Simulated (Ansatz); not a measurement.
## Piezoelectric tensor of AlN at 15 GPa (stress–strain coefficients)

The calculation used Ansatz 0.2.0, DFT PBE, scalar-relativistic, plane waves, PAW. Cutoff 420 eV, 12×12×6 k-points (Γ-centred), fixed occupations. No spin polarisation.

The cell, relaxed at 15 GPa:
```xyz
4
Lattice="3.0650 0.0000 0.0000 -1.5325 2.6544 0.0000 0.0000 0.0000 4.8885" Properties=species:S:1:pos:R:3 pbc="T T T"
Al    0.0000    1.7696    0.0049
Al    1.5325    0.8848    2.4491
N     0.0000    1.7696    1.8772
N     1.5325    0.8848    4.3215
```

At this pressure the crystal is close to a known change of phase.

Question: Give the relaxed-ion proper piezoelectric stress tensor e_iJ (C/m², Voigt columns xx yy zz yz xz xy).

Answer:
```
x    0.00  0.00  0.00  0.00 -0.46  0.00
y    0.00  0.00  0.00 -0.46  0.00  0.00
z   -0.82 -0.82  2.02  0.00  0.00  0.00
```
Signs follow the orientation of the cell as given.

Question: With the elastic constants (GPa, Voigt order)
C11 = 431.4, C12 = 187.7, C13 = 154.3, C22 = 431.4, C23 = 154.3, C33 = 392.7, C44 = 115.4, C55 = 115.4, C66 = 121.8 GPa; the others vanish.
find the strain coefficients d = e·C⁻¹ (pC/N).

Answer:
```
x    0.0  0.0  0.0  0.0 -4.0  0.0
y    0.0  0.0  0.0 -4.0  0.0  0.0
z   -3.2 -3.2  7.7  0.0  0.0  0.0
```

Cost: 1 run of about 4.2 core-minutes, on Intel Xeon Platinum 8259CL (Skylake/Cascade Lake) (shared hosts).